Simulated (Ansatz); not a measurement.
# Cd: the cost of one run

Computed with Ansatz 0.2.0 (DFT PBEsol, scalar-relativistic, plane waves, PAW, unless a step's input says otherwise).

### Step 1. Starting point

Symmetry: P6_3/mmc, No. 194, hexagonal system. The conventional cell has a = 3.093 Å, b = 3.093 Å, c = 10.431 Å, α = 90.00°, β = 90.00°, γ = 120.00°. Cd (site symmetry -3m) is surrounded by 12 Cd at 3.09 to 3.16 Å. Cd (site symmetry -6m2) has 12 Cd at 3.09 to 3.16 Å as nearest neighbours.

As a file:

```
Cd
1.0
     3.09307    0.00000    0.00000
    -1.54653    2.67868    0.00000
     0.00000    0.00000   10.43074
Cd
4
Direct
  0.00000 0.00000 0.00000
  0.33333 0.66667 0.25000
  0.00000 0.00000 0.50000
  0.66667 0.33333 0.75000
```

The structure comes from the Materials Project (structure only).

### Step 2. A distortion of lower symmetry

Against the listed cell: strain xx, yy, zz, yz, xz, xy = +6.2, +6.2, +0.2, +0.0, +0.0, +0.0 %; atoms moved by 0.15 Å root mean square, at most 0.21 Å.

Contents of input.yaml:

```yaml
crystal:
  lattice:
    - [3.2844975935, 0.0, 0.0]
    - [-1.6422487967, 2.8444583546, 0.0]
    - [0.0, 0.0, 10.4504510529]
  atoms:
    - { symbol: Cd, position: [0.0, 0.0, 0.0] }
    - { symbol: Cd, position: [0.33333333, 0.66666667, 0.2703372049] }
    - { symbol: Cd, position: [0.0, 0.0, 0.5] }
    - { symbol: Cd, position: [0.66666667, 0.33333333, 0.7296627951] }
basis:
  ecutwfc: 420
kpoints:
  mp_grid: { grid: [15, 15, 4] }
hamiltonian:
  xc: pbesol
scf:
  occupations: { method: gaussian, width: 0.1 }
output:
  forces: true
  stress: true
  eigenvalues: true
```

Command:

```sh
ansatz run input.yaml --threads 1 --pin off --max-ram 1331MiB --backend cpu --events-out ev --progress --plain --runs-dir out
```

**Question.** How long does this run take on 1 thread of an x86-64 CPU, shared host, and how much memory does it need?

About 12 s, with a peak of 0.69 GiB.
